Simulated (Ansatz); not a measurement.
# CdSe under strain: Field gradients at the nuclei

The cell is a COD entry, relaxed with PBE at fixed cell and then changed (z stretched by 1 %, ions relaxed).

```
CELL_PARAMETERS angstrom
4.29900 0.00000 0.00000
-2.14950 3.72304 0.00000
0.00000 0.00000 7.08010
ATOMIC_POSITIONS crystal
Cd 0.33333 0.66667 0.00161
Cd 0.66667 0.33333 0.50161
Se 0.33333 0.66667 0.37518
Se 0.66667 0.33333 0.87518
```

Sites (sets of like atoms) are named by element and the number of their first atom in this list.

The numbers come from a DFT calculation in Ansatz (PBE, plane waves and PAW, scalar-relativistic, 420 eV cutoff, Γ-centred 12×12×6 k-points, Fermi–Dirac smearing 0.02 eV).

Conventions: |V_zz| ≥ |V_yy| ≥ |V_xx|, η = (V_xx − V_yy)/V_zz, C_Q = eQV_zz/h. Directions are in the Cartesian axes of the cell vectors above, for the atom listed; none is given where the gradient is under 0.02 or η is above 0.95.

```json
{"site": "Cd", "first atom": "1", "first shell": "4 Se at 2.64 Å", "V_zz (10²¹ V/m²)": "0.13", "η": "0.00", "direction of V_zz (x, y, z)": "0.00 0.00 1.00"}
{"site": "Se", "first atom": "3", "first shell": "4 Cd at 2.64 Å", "V_zz (10²¹ V/m²)": "0.85", "η": "0.00", "direction of V_zz (x, y, z)": "0.00 0.00 1.00"}
```

An axis of threefold or higher order runs through Cd and Se, so V_zz lies along it and η is zero.

Without spin–orbit coupling (the program notes it for Cd) the gradients can shift somewhat, as the gap is small.

The relaxation (2 steps) took 43 s of wall time (41 s of CPU time) and 0.68 GiB at its peak, on 1 thread of Intel Xeon Platinum 8375C CPU @ 2.90GHz (Ice Lake) (x86_64; 16 cores open to the job, memory cap 3.0 GiB, no GPU), a shared host with a load of 0.3 a core.
